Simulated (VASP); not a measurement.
**VASP inputs for CaF2 (strained fluorite)**

INCAR

```
NELM = 120
METAGGA = R2SCAN
LCHARG = .FALSE.
LASPH = .TRUE.
LREAL = .FALSE.
EDIFF = 1E-7
NSW = 0
ISMEAR = 0
PREC = Accurate
SIGMA = 0.01
ALGO = Normal
NBANDS = 19
LWAVE = .FALSE.
ENCUT = 520
IBRION = -1
ISIF = 2
```

KPOINTS

```
KPOINTS created by Atomic Simulation Environment
0
Gamma
8 8 8
0 0 0
```

KPOINTS_OPT

```
special points
7
Reciprocal
0.0000000000 0.0000000000 0.0000000000 1
0.5000000000 0.0000000000 0.5000000000 1
0.6250000000 0.2500000000 0.6250000000 1
0.3750000000 0.3750000000 0.7500000000 1
0.5000000000 0.5000000000 0.5000000000 1
0.5000000000 0.2500000000 0.7500000000 1
0.0000000000 0.5000000000 0.5000000000 1
```

POSCAR

```
Ca F
 1.0000000000000000
     0.0000000000000000    2.7739848333000001    2.7739848333000001
     2.7739848333000001    0.0000000000000000    2.7739848333000001
     2.7739848333000001    2.7739848333000001    0.0000000000000000
 Ca  F
   1   2
Cartesian
  0.0000000000000000  0.0000000000000000  0.0000000000000000
  1.3869924166500001  1.3869924166500001  1.3869924166500001
  4.1609772499500002  4.1609772499500002  4.1609772499500002
```

VASP ran with the recommended PBE PAW datasets (24 valence electrons in the cell).

Task: Estimate the main results of this run.

Result: gap between bands v and c 7.67 eV; least direct gap 7.92 eV; pressure -4.2 GPa.

Band v is the last that the valence electrons fill when counted band by band, and c is the next. Levels in eV from the top of v:

| point | v−1 | v | c | c+1 |
| --- | --- | --- | --- | --- |
| Γ | -0.25 | -0.25 | 7.67 | 9.81 |
| X | -0.33 | 0.00 | 8.62 | 10.16 |
| K | -0.42 | -0.09 | 8.87 | 10.34 |
| L | -0.80 | -0.80 | 9.98 | 9.98 |
| W | -0.25 | -0.09 | 8.93 | 10.33 |
